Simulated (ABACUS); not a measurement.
Si2Ni:

```
Ni Si
1.0
     0.00000    2.70300    2.70300
     2.70300    0.00000    2.70300
     2.70300    2.70300    0.00000
Ni Si
1 2
Direct
  0.00000 0.00000 0.00000
  0.75000 0.75000 0.75000
  0.25000 0.25000 0.25000
```

Base run:

```yaml
Program: ABACUS 3.10.1
Functional: PBE
Potentials_or_basis: PseudoDojo NC SR 0.5 PBE stringent
Cutoff: 1429 eV
Density_cutoff: 5714 eV
Basis: plane waves
k_mesh: 6 × 6 × 6
Occupations: fermi-dirac, width 0.05 eV
Spin: collinear spin, ferromagnetic start
Starting_moments: "[1.0, 0.0, 0.0] μB"
```

Its results: band gap on the k mesh none (metal or under the smearing width); pressure 3.9 GPa; net moment 0.00 μB per cell.

**Question.** The run is repeated on the same cell with these changes: potentials or basis from PseudoDojo NC SR 0.5 PBE stringent to SG15 ONCV 1.2 PBE; cutoff from 1429 eV to 1333 eV; density cutoff from 5714 eV to 5333 eV. What comes out?

**Answer.** Band gap on the k mesh none (metal or under the smearing width); pressure 4.7 GPa; net moment 0.00 μB per cell.
